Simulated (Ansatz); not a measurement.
# Si: the cost of one run

Method: DFT PBE, scalar-relativistic, plane waves, PAW, in Ansatz 0.2.0.

## 1. The starting structure

Symmetry: P-1, No. 2, triclinic system. The conventional cell has a = 3.599 Å, b = 4.324 Å, c = 5.383 Å, α = 70.41°, β = 78.95°, γ = 86.47°. Si (site symmetry 1) has 5 Si at 2.17 to 2.45 Å as nearest neighbours. Around Si (site symmetry 1) lie 4 Si at 2.06 to 2.17 Å. Si (site symmetry 1) is surrounded by 5 Si at 2.06 to 2.24 Å.

Coordinates:

```
Si
1.0
     3.59943    0.00000    0.00000
     0.26653    4.31535    0.00000
     1.03164    1.74477    4.98699
Si
6
Direct
  0.87163 0.98032 0.75437
  0.12837 0.01968 0.24563
  0.28051 0.28177 0.81850
  0.79353 0.52227 0.67176
  0.20647 0.47773 0.32824
  0.71949 0.71823 0.18150
```

The cell is invented: 4-, 5-connected net of one element (P-1, No. 2). Lengths come from tabulated atomic sizes and are only a guess.

## 2. The guess as it stands, on a coarse mesh

Input file input.yaml:

```yaml
crystal:
  lattice:
    - [3.59942574, 0.0, 0.0]
    - [0.26653423, 4.31534783, 0.0]
    - [1.03163736, 1.74476957, 4.98699162]
  atoms:
    - { symbol: Si, position: [0.87162602, 0.98031902, 0.754372] }
    - { symbol: Si, position: [0.12837398, 0.01968098, 0.245628] }
    - { symbol: Si, position: [0.280509, 0.28176799, 0.81849903] }
    - { symbol: Si, position: [0.79352897, 0.52226698, 0.67176199] }
    - { symbol: Si, position: [0.20647103, 0.47773302, 0.32823801] }
    - { symbol: Si, position: [0.719491, 0.71823201, 0.18150097] }
basis:
  ecutwfc: 420
kpoints:
  mp_grid: { grid: [6, 4, 4] }
hamiltonian:
  xc: pbe
scf:
  occupations: { method: gaussian, width: 0.1 }
  lower_state_search: "off"
output:
  forces: true
  stress: true
  eigenvalues: true
```

Launch:

```sh
> ansatz run input.yaml --threads 1 --pin off --max-ram 2560MiB --backend cpu --events-out ev --progress --plain --runs-dir out
```

**Question.** How long does this run take on 1 thread of AMD EPYC 9R14 (Zen 4), shared host, and how much memory does it need?

About 2.2 s, with a peak of 0.4 GiB.
